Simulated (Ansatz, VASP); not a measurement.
## One calculation of Os, two programs

```xyz
1
Lattice="-1.5107 1.5107 1.5107 1.5107 -1.5107 1.5107 1.5107 1.5107 -1.5107" Properties=species:S:1:pos:R:3 pbc="T T T"
Os    0.0000    0.0000    0.0000
```

Alike in both runs: task single point; functional PBEsol; k mesh 16 × 16 × 16; occupations fermi-dirac, width 0.1 eV; no spin polarisation.

|  | VASP | Ansatz |
| --- | --- | --- |
| version | VASP 6.6.1 | Ansatz 0.2.0 |
| potentials or method | VASP PAW PBE potentials, release 64 (Os) | plane waves (420 eV) with PAW, scalar-relativistic |
| plane-wave cutoff (eV) | 520 | 420 |
| valence electrons in the cell | 8 | 16 |

VASP gave:

```
pressure (GPa) : 18.5
```

Which values does Ansatz return?

Pressure (GPa): 17.3.

The two sets of potentials don't hold the same shells in valence. Ansatz warned: «pseudo_functional_mismatch».

Caveats: so large a pressure means that the cell lies far from this level's equilibrium, or that cutoff or potentials fall short (VASP); the potentials were made for another functional, which shifts forces and pressure (VASP). The runs have no spin-orbit coupling, so splittings on Os are missing.
